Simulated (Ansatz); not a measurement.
# TaN: the cost of one run

Program: Ansatz 0.2.0. Level of theory: DFT PBE+U (U_eff = 2 eV on Ta d), plane waves, PAW, no spin–orbit coupling unless a run says so. These are calculated values, not measurements.

2 further runs of the same task are left out: 2 that didn't finish.

### 1 Starting point

It takes space group P6_3mc (No. 186, hexagonal). The conventional cell has a = 3.050 Å, b = 3.050 Å, c = 4.940 Å, α = 90.00°, β = 90.00°, γ = 120.00°. Around Ta (site symmetry 3m) lie 4 N at 1.85 to 1.90 Å. N (site symmetry 3m) is surrounded by 4 Ta at 1.85 to 1.90 Å.

Coordinates:

```
Ta N
1.0
     3.05000    0.00000    0.00000
    -3.05000    5.28276    0.00000
     0.00000    0.00000    4.94000
Ta N
4 4
Direct
  0.33333 0.33333 0.00000
  0.66667 0.16667 0.50000
  0.33333 0.83333 0.00000
  0.66667 0.66667 0.50000
  0.33333 0.33333 0.38500
  0.66667 0.16667 0.88500
  0.33333 0.83333 0.38500
  0.66667 0.66667 0.88500
```

An earlier series on this cell reached its lowest free state from «ferromagnetic start, free, natural orbitals of the symmetric run filled by rank», perhaps among other starts (it ended without moments).

### 2 Total moment locked, 8.80 μB per cell

input.yaml reads:

```yaml
crystal:
  lattice:
    - [3.05000204, 0.0, 0.0]
    - [-3.05000204, 5.2827585, 0.0]
    - [0.0, 0.0, 4.94000153]
  atoms:
    - { symbol: Ta, position: [0.3333333333, 0.3333333334, 0.0], spin: 2.2 }
    - { symbol: Ta, position: [0.6666666667, 0.1666666666, 0.5], spin: 2.2 }
    - { symbol: "N", position: [0.3333333333, 0.3333333334, 0.385] }
    - { symbol: "N", position: [0.6666666667, 0.1666666666, 0.885] }
    - { symbol: Ta, position: [0.3333333333, 0.8333333333, 0.0], spin: 2.2 }
    - { symbol: Ta, position: [0.6666666667, 0.6666666666, 0.5], spin: 2.2 }
    - { symbol: "N", position: [0.3333333333, 0.8333333333, 0.385] }
    - { symbol: "N", position: [0.6666666667, 0.6666666666, 0.885] }
basis:
  ecutwfc: 420
  ecutrho_ratio: 4
kpoints:
  mp_grid: { grid: [7, 7, 4] }
hamiltonian:
  xc: pbe
  hubbard:
    sites:
      - { site: 0, l: d, u_eff: 2.0, starting_ns: [{ spin: up, occupation_matrix: s0up }, { spin: down, occupation_matrix: s0down }] }
      - { site: 1, l: d, u_eff: 2.0, starting_ns: [{ spin: up, occupation_matrix: s1up }, { spin: down, occupation_matrix: s1down }] }
      - { site: 4, l: d, u_eff: 2.0, starting_ns: [{ spin: up, occupation_matrix: s4up }, { spin: down, occupation_matrix: s4down }] }
      - { site: 5, l: d, u_eff: 2.0, starting_ns: [{ spin: up, occupation_matrix: s5up }, { spin: down, occupation_matrix: s5down }] }
    occupation_matrices:
      s0up:
        matrix:
          - [0.02069, 0.0, -0.01338, 0.02186, 0.0]
          - [0.0, 0.28495, 0.0, 0.0, -0.42604]
          - [-0.01338, 0.0, 0.27865, -0.42266, 0.0]
          - [0.02186, 0.0, -0.42266, 0.71066, 0.0]
          - [0.0, -0.42604, 0.0, 0.0, 0.70505]
      s0down:
        matrix:
          - [0.02, 0.0, 0.0, 0.0, 0.0]
          - [0.0, 0.02, 0.0, 0.0, 0.0]
          - [0.0, 0.0, 0.02, 0.0, 0.0]
          - [0.0, 0.0, 0.0, 0.02, 0.0]
          - [0.0, 0.0, 0.0, 0.0, 0.02]
      s1up:
        matrix:
          - [0.02069, 0.0, 0.01338, 0.02186, 0.0]
          - [0.0, 0.28495, 0.0, 0.0, 0.42604]
          - [0.01338, 0.0, 0.27865, 0.42266, 0.0]
          - [0.02186, 0.0, 0.42266, 0.71066, 0.0]
          - [0.0, 0.42604, 0.0, 0.0, 0.70505]
      s1down:
        matrix:
          - [0.02, 0.0, 0.0, 0.0, 0.0]
          - [0.0, 0.02, 0.0, 0.0, 0.0]
          - [0.0, 0.0, 0.02, 0.0, 0.0]
          - [0.0, 0.0, 0.0, 0.02, 0.0]
          - [0.0, 0.0, 0.0, 0.0, 0.02]
      s4up:
        matrix:
          - [0.02069, 0.0, -0.01338, 0.02186, 0.0]
          - [0.0, 0.28495, 0.0, 0.0, -0.42604]
          - [-0.01338, 0.0, 0.27865, -0.42266, 0.0]
          - [0.02186, 0.0, -0.42266, 0.71066, 0.0]
          - [0.0, -0.42604, 0.0, 0.0, 0.70505]
      s4down:
        matrix:
          - [0.02, 0.0, 0.0, 0.0, 0.0]
          - [0.0, 0.02, 0.0, 0.0, 0.0]
          - [0.0, 0.0, 0.02, 0.0, 0.0]
          - [0.0, 0.0, 0.0, 0.02, 0.0]
          - [0.0, 0.0, 0.0, 0.0, 0.02]
      s5up:
        matrix:
          - [0.02069, 0.0, 0.01338, 0.02186, 0.0]
          - [0.0, 0.28495, 0.0, 0.0, 0.42604]
          - [0.01338, 0.0, 0.27865, 0.42266, 0.0]
          - [0.02186, 0.0, 0.42266, 0.71066, 0.0]
          - [0.0, 0.42604, 0.0, 0.0, 0.70505]
      s5down:
        matrix:
          - [0.02, 0.0, 0.0, 0.0, 0.0]
          - [0.0, 0.02, 0.0, 0.0, 0.0]
          - [0.0, 0.0, 0.02, 0.0, 0.0]
          - [0.0, 0.0, 0.0, 0.02, 0.0]
          - [0.0, 0.0, 0.0, 0.0, 0.02]
    ns_hold: { iters: 8 }
scf:
  occupations: { method: gaussian, width: 0.05 }
  lower_state_search: "off"
  max_iter: 150
output:
  forces: true
  stress: true
  eigenvalues: true
  populations: true
  hubbard:
    sites:
      - { site: 0, l: d }
      - { site: 1, l: d }
      - { site: 4, l: d }
      - { site: 5, l: d }
magnetization:
  spin_polarized: true
  initial_magnetization: 8.8
  spin_locking: { lock_magnetization: hard }
```

The typed matrices are held for 8 cycles. The lock stays on to the end, so the result is a constrained state.

Started as:

```console
$ ansatz run input.yaml --threads 4 --pin off --max-ram 6144MiB --backend cpu --events-out ev --progress --plain --runs-dir out
```

Q: Estimate wall time and peak memory on 4 threads of Arm Neoverse V2, shared host.

About 26 s, with a peak of 0.64 GiB.
